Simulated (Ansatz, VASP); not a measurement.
# Two plane-wave programs on Cu

Contents of INCAR:

```
SYSTEM = Cu
PREC = Accurate ; ENCUT = 520
EDIFF = 1E-7 ; ISMEAR = -1
SIGMA = 0.05 ; LREAL = .FALSE.
LASPH = .TRUE. ; NELM = 100
ALGO = Normal ; ISIF = 2
LWAVE = .FALSE. ; LCHARG = .FALSE.
GGA = PS ; NBANDS = 18
```

Contents of KPOINTS:

```
Automatic mesh
0
G
  10 10 6
  0 0 0
```

POSCAR

```
Cu
1.0
    2.5340966698     -0.0126704833      0.0000000000
   -1.2780212954      2.2009273334      0.0000000000
    0.0000000000      0.0000000000      4.1125710000
Cu
2
Direct
    0.6666666667      0.3333333333      0.7500000000
    0.3333333333      0.6666666667      0.2500000000
```

Contents of input.yaml:

```yaml
crystal:
  lattice:
    - [2.5340966698, -0.0126704833, 0.0]
    - [-1.2780212954, 2.2009273334, 0.0]
    - [0.0, 0.0, 4.112571]
  atoms:
    - { symbol: Cu, position: [0.6666666667, 0.3333333333, 0.75] }
    - { symbol: Cu, position: [0.3333333333, 0.6666666667, 0.25] }
hamiltonian:
  xc: pbesol
  pseudopotentials: { kind: paw }
kpoints:
  mp_grid: { grid: [10, 10, 6] }
  band_path:
    path:
      - [[0.0, 0.0, 0.0], [-0.5, 0.5, 0.0], [-0.6666333317, 0.330429698, 0.0], [-0.5, 0.0, 0.0], [-0.5, 0.0, -0.5], [-0.3333666683, -0.330429698, -0.5], [0.0, -0.5, -0.5], [0.0, -0.5, 0.0], [-0.3333666683, -0.330429698, 0.0]]
      - [[-0.6666333317, 0.330429698, -0.5], [-0.5, 0.5, -0.5], [0.0, 0.0, -0.5]]
      - [[-0.5, 0.5, 0.0], [-0.5, 0.5, -0.5]]
    npoints: 14
scf:
  occupations: { method: fermi_dirac, width: 0.05 }
  n_extra_bands: 6
output:
  forces: true
  stress: true
  eigenvalues: true
  fatbands: false
  write_density: true
  write_potential: true
  elf: true
  volumetric_format: npy
```

This isn't the form of Cu at room conditions, which is fcc.

Alike in both runs: functional PBEsol; k mesh 10 × 10 × 6; occupations fermi-dirac, width 0.05 eV; no spin polarisation.

|  | VASP | Ansatz |
| --- | --- | --- |
| version | VASP 6.6.1 | Ansatz 0.2.0 |
| potentials or method | VASP PAW PBE potentials, release 64 (Cu) | Ansatz PAW |
| plane-wave cutoff (eV) | 520 | 420 |
| valence electrons in the cell | 22 | 38 |
| task | single point | band structure |

VASP gave:

| Item | Value |
| --- | --- |
| gap on the k mesh at the Fermi level (eV) | none |
| pressure (GPa) | -0.6 |
| largest component of the traceless stress (GPa) | 0.43 |
| rms of the force components (eV/Å) | 0.009 |

Q: Estimate Ansatz's values.

A: gap on the k mesh at the Fermi level (eV): none; pressure (GPa): -1.4; largest component of the traceless stress (GPa): 0.43; rms of the force components (eV/Å): 0.009.

Atom by atom the forces differ by 0.000 eV/Å (rms over components). A gap of «none» marks a metal or a gap that the smearing closes. The two sets of potentials don't hold the same shells in valence.

Caveats: the PAW data sets were made with another functional, which shifts forces and pressure a little (VASP); the PAW data sets come from PBE, with cores solved anew for the run's functional, which leaves a small shift of forces and pressure (Ansatz).
